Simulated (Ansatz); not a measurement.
## Structure types of ZnSe compared at 100 GPa

Structure types of ZnSe are relaxed in primitive cells with their symmetry kept at 100 GPa, on PAW files; LAPW relaxes the small cells further and takes the PAW cell for the others (marked *). The enthalpy is E + pV at zero temperature, without zero-point motion. Only the types listed were tried, and differences under about 5 meV/atom are mesh noise. The real phase may be another.

Computed with Ansatz 0.2.0; functional PBE, scalar-relativistic. Settings: Fermi–Dirac smearing of 0.1 eV, no spin polarisation. Methods: LAPW: all electrons, basis error target 0.5 meV/atom; PAW: frozen-core files, cutoff 420 eV.

k meshes: rocksalt 16×16×16, CsCl 16×16×16, zincblende 14×14×14, NiAs 12×12×7.

```json
{"start type": "rocksalt", "ends as": "rocksalt, Fm-3m", "a, b, c (Å)": "4.580, 4.580, 4.580", "V (Å³/atom)": "12.01", "H − H(lowest), LAPW (meV/atom)": "0.0"}
{"start type": "CsCl", "ends as": "CsCl, Pm-3m", "a, b, c (Å)": "2.838, 2.838, 2.838", "V (Å³/atom)": "11.42", "H − H(lowest), LAPW (meV/atom)": "154.8"}
{"start type": "zincblende", "ends as": "zincblende, F-43m", "a, b, c (Å)": "4.803, 4.803, 4.803", "V (Å³/atom)": "13.85", "H − H(lowest), LAPW (meV/atom)": "?"}
{"start type": "NiAs*", "ends as": "NiAs, P6_3/mmc", "a, b, c (Å)": "3.186, 3.186, 5.498", "V (Å³/atom)": "12.08", "H − H(lowest), LAPW (meV/atom)": "?"}
```

**Question.** Fill in "H − H(lowest), LAPW (meV/atom)" for the row "zincblende".

**Answer.** 1231.2.

**Question.** Fill in "H − H(lowest), LAPW (meV/atom)" for the row "NiAs*".

**Answer.** 84.6.

**Question.** Split the lead of rocksalt over NiAs into energy and pV.

**Answer.** For NiAs less rocksalt: ΔE = +39.8 meV/atom, and p·ΔV = 100 GPa × +0.0717 Å³ × 6.242 meV/(GPa·Å³) = +44.8 meV/atom, together 84.6 meV/atom. rocksalt wins on both counts.
